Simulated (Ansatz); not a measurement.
BeO (wurtzite, P6_3mc), the program Ansatz at the r²SCAN level (PAW). The conduction-band minimum lies at Γ, with 1 equivalent valley. Second derivatives d²E/dk² of the lowest band at one valley (eV·Å²), along Cartesian directions:

```json
[
 {"direction": "[100]", "d²E/dk²": "12.52"},
 {"direction": "[010]", "d²E/dk²": "12.52"},
 {"direction": "[001]", "d²E/dk²": "14.25"},
 {"direction": "[110]", "d²E/dk²": "12.52"},
 {"direction": "[101]", "d²E/dk²": "13.38"},
 {"direction": "[011]", "d²E/dk²": "13.38"}
]
```

Problem. Find the principal effective masses, the density-of-states mass and the conductivity mass.

Solution. Off-diagonal terms follow from H_xy = H[110] − (H_xx + H_yy)/2, and m*/mₑ = 7.620 eV·Å² over each eigenvalue: 0.53, 0.61, 0.61. One valley's DOS mass (m₁m₂m₃)^(1/3) = 0.58, conductivity mass 3/(Σ 1/mᵢ) = 0.58 mₑ.

Problem. What effective density of states Nc follows at 300 K for parabolic valleys?

Solution. Nc = 2.509e19 × 1 × (0.58)^(3/2) ≈ 1.1e19 cm⁻³.

Problem. With the computed static dielectric constant 6.94 (mean of the diagonal), estimate a hydrogenic donor's binding energy and radius.

Solution. E = 13.606 eV × 0.58/6.94² ≈ 160 meV; a = 0.529 Å × ε/m* ≈ 6.3 Å. Semilocal masses tend to be too small where the gap is.

The cell was relaxed with r²SCAN under the symmetry of its start; phonons on a q-mesh show no instability.

Potentials: the earlier of the program's two PAW sets.
